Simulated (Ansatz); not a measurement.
# CdS: how the settings move a single-point run

Aim: see which settings change the result for CdS, by how much, and at what cost. The cell is built on a prototype (rocksalt) and needn't be the phase found in nature.

Computed with Ansatz 0.2.0 (reference: DFT, HSE06, plane waves, PAW, unless a step's input says otherwise).

3 further runs of the same task are left out: 3 that didn't finish.

## (1) Starting point

The structure is cubic, space group Fm-3m (No. 225). The conventional cell has a = 5.454 Å, b = 5.454 Å, c = 5.454 Å, α = 90.00°, β = 90.00°, γ = 90.00°. Around Cd (site symmetry m-3m) lie 6 S at 2.73 Å. Around S (site symmetry m-3m) lie 6 Cd at 2.73 Å.

Coordinates:

```cif
data_structure
_symmetry_space_group_name_H-M 'P 1'
_symmetry_Int_Tables_number 1
_cell_length_a 3.8562
_cell_length_b 3.8562
_cell_length_c 3.8562
_cell_angle_alpha 60.000
_cell_angle_beta 60.000
_cell_angle_gamma 60.000
_cell_volume 40.55
loop_
_atom_site_label
_atom_site_type_symbol
_atom_site_fract_x
_atom_site_fract_y
_atom_site_fract_z
_atom_site_occupancy
Cd1 Cd 0.00000 0.00000 0.00000 1
S1 S 0.50000 0.50000 0.50000 1
```

## (2) Baseline

Input file input.yaml:

```yaml
crystal:
  lattice:
    - [0.0, 2.7267765442, 2.7267765442]
    - [2.7267765442, 0.0, 2.7267765442]
    - [2.7267765442, 2.7267765442, 0.0]
  atoms:
    - { symbol: Cd, position: [0.0, 0.0, 0.0] }
    - { symbol: S, position: [0.5, 0.5, 0.5] }
kpoints:
  mp_grid: { grid: [4, 4, 4] }
hamiltonian:
  xc: hse06
scf:
  occupations: { method: fixed }
  n_extra_bands: 4
output:
  forces: true
  stress: true
  eigenvalues: true
```

Launch:

```
ansatz run input.yaml --threads 4 --pin off --max-ram 3686MiB --backend cpu --events-out ev --progress --plain --runs-dir out
```

## (3) Changed: exchange pbe, correlation pbe, coeff 0.75, omega 0.5

Edit input.yaml of step 2 so:

```diff
@@ -11,3 +11,3 @@
 hamiltonian:
-  xc: hse06
+  xc: { exchange: pbe, correlation: pbe, exx: { coeff: 0.75, omega: 0.5 } }
 scf:
```

## (4) Changed: ecutfock_ratio 1

Edit input.yaml of step 2 so:

```diff
@@ -15,2 +15,3 @@
   n_extra_bands: 4
+  exx: { ecutfock_ratio: 1 }
 output:
```

## (5) The same system, input altered

Edit input.yaml of step 2 so:

```diff
@@ -15,2 +15,4 @@
   n_extra_bands: 4
+  convergence: { dr2_threshold: 0.0001 }
+  max_iter: 65
 output:
```

(Steps that only read results are left out.)

What does the calculation give? Wanted: for each run, ending; energy change; pressure; gap; force.

**Answer**, as computed:

```
                                                    run     ending   energy change  pressure (GPa)  gap (eV)  force (eV/Å)  cycles   time
                                              reference  converged               0             0.4      1.24          0.00      14  4.8 s
1: exchange pbe, correlation pbe, coeff 0.75, omega 0.5  converged  not comparable            -0.6      2.00          0.00      19    6 s
                                    2: ecutfock_ratio 1  converged               -             0.4      1.23          0.00      13  3.9 s
                                3: dr2_threshold 0.0001  converged    0.0 meV/atom             0.4      1.24          0.00      13  6.2 s
```

Residual by cycle in the longest SCF loop of each run; runs are numbered as in the table. The quantity is the density residual dr2, in eV.

```
cycle  reference    run 1    run 2    run 3
    1     0.0155   0.0804  0.00522   0.0164
    2    0.00218    0.019   4.9e-4  0.00215
    3     8.6e-4  0.00785   4.8e-5   7.9e-4
    4     5.6e-5   7.6e-4   4.7e-6   6.7e-5
    5     9.2e-6   3.5e-4   4.2e-8   3.2e-5
    6     1.1e-6   4.2e-5        -        -
```

What this shows: «dr2_threshold 0.0001» leaves the energy as it was.
